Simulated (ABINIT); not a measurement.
Here is an ABINIT 10.8.3 (patched build) calculation.

Contents of run.abi:

```
pp_dirpath "./"
pseudos "Pt.GGA_PBE-JTH.xml, Te.GGA_PBE-JTH.xml"

acell 7.5778017597 7.5778017598 9.8284655742
rprim
     1.0000000000     0.0000000000     0.0000000000
    -0.5000000000     0.8660254038     0.0000000000
     0.0000000000     0.0000000000     1.0000000000
ntypat 2
znucl 78 52
natom 3
typat 1 2 2
xred
     0.0000000000     0.0000000000     0.0000000000
     0.6666666667     0.3333333333     0.7500000000
     0.3333333333     0.6666666667     0.2500000000
chkprim 0
chksymtnons 0
tolsym 1.0e-6

ecut 16.0
pawecutdg 32.0
pawxcdev 0
pawovlp -1

kptopt 1
ngkpt 8 8 5
nshiftk 1
shiftk 0.0 0.0 0.0

ixc -116133

nband 15
occopt 3
tsmear 0.00183747

nstep 100
tolvrs 1.0e-9

iomode 3
prtwf 0
prtden 0
prteig 0
prtebands 0
enunit 2

ionmov 2
ntime 60
tolmxf 0.0002
optcell 2
dilatmx 1.08
ecutsm 0.5
```

Potentials or basis: JTH PAW PBE v2.0.

Command:

```bash
$ abinit run.abi > log 2>&1
```

Question: What does it give for the space group after relaxing (to 0.05 Å)?

Answer: P-3m1 (No. 164).

Question: Estimate the band gap on the k mesh.

Answer: None (metal or under the smearing width).

Question: Predict the relaxed cell.

Answer: a = 4.056 Å, b = 4.056 Å, c = 5.140 Å, α = 90.00°, β = 90.00°, γ = 120.00°.

Final structure:
```
Pt Te
1.0
     4.05578    0.00000    0.00000
    -2.02789    3.51241    0.00000
     0.00000    0.00000    5.13967
Pt Te
1 2
Direct
  0.00000 0.00000 0.00000
  0.66667 0.33333 0.73575
  0.33333 0.66667 0.26425
```

 Zero-point motion and thermal expansion aren't in these numbers.
